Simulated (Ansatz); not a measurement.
Results of HSE06 (Ansatz, a quantum-chemistry and plane-wave program, plane waves, PAW) for cubic perovskite BaSnO3.

Run with plane-wave cutoff 520 eV, 6×6×6 k mesh, scalar-relativistic PAW data made under PBE.

Cell (relaxed at this level):

```cif
data_BaO3Sn
_chemical_formula_sum 'Ba1 Sn1 O3'
_space_group_name_H-M_alt 'Pm-3m'
_space_group_IT_number 221
_space_group_name_Hall '-P 4 2 3'
_cell_length_a 4.12141
_cell_length_b 4.12141
_cell_length_c 4.12141
_cell_angle_alpha 90.000
_cell_angle_beta 90.000
_cell_angle_gamma 90.000
loop_
_atom_site_label
_atom_site_type_symbol
_atom_site_symmetry_multiplicity
_atom_site_Wyckoff_symbol
_atom_site_fract_x
_atom_site_fract_y
_atom_site_fract_z
_atom_site_occupancy
Ba1 Ba 1 a 0.00000 0.00000 0.00000 1
Sn1 Sn 1 b 0.50000 0.50000 0.50000 1
O1 O 3 c 0.00000 0.50000 0.50000 1
```

What does this level give for the elastic constant C44, Voigt–Reuss–Hill shear modulus (Hill average), Poisson ratio, elastic constant C12, Young modulus and elastic constant C11?


elastic constant C44: 104 GPa
Voigt–Reuss–Hill shear modulus (Hill average): 102 GPa
Poisson ratio: 0.236
elastic constant C12: 93.1 GPa
Young modulus: 252 GPa
elastic constant C11: 293 GPa

Elastic constants are with the ions relaxed.

Spin–orbit coupling is not included.

The computed numbers hold no vibrational or temperature effects.
